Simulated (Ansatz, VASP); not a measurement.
BN in VASP and in Ansatz

File INCAR:

```
SYSTEM = BN
PREC = Accurate
ENCUT = 520
EDIFF = 1E-7
ISMEAR = 0
SIGMA = 0.05
LREAL = .FALSE.
LASPH = .TRUE.
NELM = 100
ALGO = Normal
ISIF = 2
LWAVE = .FALSE.
LCHARG = .TRUE.
GGA = PS
LELF = .TRUE.
LVHAR = .TRUE.
NBANDS = 16
```

File KPOINTS:

```
regular mesh
0
G
  12 12 4
  0 0 0
```

POSCAR

```
BN
1.0
    2.3787921191      0.0000000000      0.0000000000
   -1.1893960596      2.0600944054      0.0000000000
    0.0000000000      0.0000000000      6.4946700000
B N
2 2
Direct
    0.3333333333      0.6666666667      0.2500000000
    0.6666666667      0.3333333333      0.7500000000
    0.3333333333      0.6666666667      0.7500000000
    0.6666666667      0.3333333333      0.2500000000
```

Input for Ansatz:

```yaml
crystal:
  lattice:
    - [2.3787921191, 0.0, 0.0]
    - [-1.1893960596, 2.0600944054, 0.0]
    - [0.0, 0.0, 6.49467]
  atoms:
    - { symbol: B, position: [0.3333333333, 0.6666666667, 0.25] }
    - { symbol: B, position: [0.6666666667, 0.3333333333, 0.75] }
    - { symbol: "N", position: [0.3333333333, 0.6666666667, 0.75] }
    - { symbol: "N", position: [0.6666666667, 0.3333333333, 0.25] }
basis:
  ecutwfc: 420
kpoints:
  mp_grid: { grid: [12, 12, 4] }
hamiltonian:
  xc: pbesol
scf:
  occupations: { method: gaussian, width: 0.05 }
output:
  forces: true
  stress: true
  eigenvalues: true
```

Change from the starting cell: strain -0.050 along x and y, -0.025 along z, atoms carried along.

Alike in both runs: task single point; functional PBEsol; k mesh 12 × 12 × 4; occupations gaussian, width 0.05 eV; no spin polarisation.

|  | VASP | Ansatz |
| --- | --- | --- |
| version | VASP 6.6.1 | Ansatz 0.2.0 |
| potentials or method | VASP PAW PBE potentials, release 64 (B, N) | scalar-relativistic, plane waves, PAW |
| plane-wave cutoff (eV) | 520 | 420 |
| valence electrons in the cell | 16 | 16 |

```csv
,VASP,Ansatz,Ansatz less VASP
gap on the k mesh at the Fermi level (eV),4.35,4.37,+0.015
least direct gap on the mesh (eV),4.91,4.93,+0.015
pressure (GPa),48.4,48.0,-0.40
largest component of the traceless stress (GPa),46.72,46.13,-0.590
```

Caveats: so large a pressure means that the cell lies far from this level's equilibrium, or that cutoff or potentials fall short (VASP); the potentials were made for another functional, which shifts forces and pressure (VASP). A k mesh can miss the band edges.
